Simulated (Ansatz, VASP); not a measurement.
# Hg: VASP beside Ansatz

```
Hg
1.0
     2.82376    0.00000    0.00000
    -1.41188    2.44545    0.00000
     0.00000    0.00000    4.71243
Hg
2
Direct
  0.33333 0.66667 0.25000
  0.66667 0.33333 0.75000
```

Change from the starting cell: volume scaled by 0.52, LAPW.

Alike in both runs: task single point; functional PBE; k mesh 14 × 14 × 8; occupations fermi-dirac, width 0.05 eV; no spin polarisation.

|  | VASP | Ansatz |
| --- | --- | --- |
| version | VASP 6.6.1 | Ansatz 0.2.0 |
| potentials or method | VASP PAW PBE potentials, release 64 (Hg), cutoff 520 eV | all-electron LAPW, scalar-relativistic |

Ansatz gave:

```
pressure (GPa)                                  : 58.3
largest component of the traceless stress (GPa) : 0.10
```

Task: Which values does VASP return?

Result: Pressure (GPa): 60.8; largest component of the traceless stress (GPa): 0.26.

Ansatz ran all-electron here, so the differences hold the error of VASP's frozen core and of both bases.

Caveats: the cell as given lies far from equilibrium; so large a pressure means that the cell lies far from this level's equilibrium, or that cutoff or potentials fall short (VASP). Spin-orbit coupling is left out, which matters for the levels of Hg.
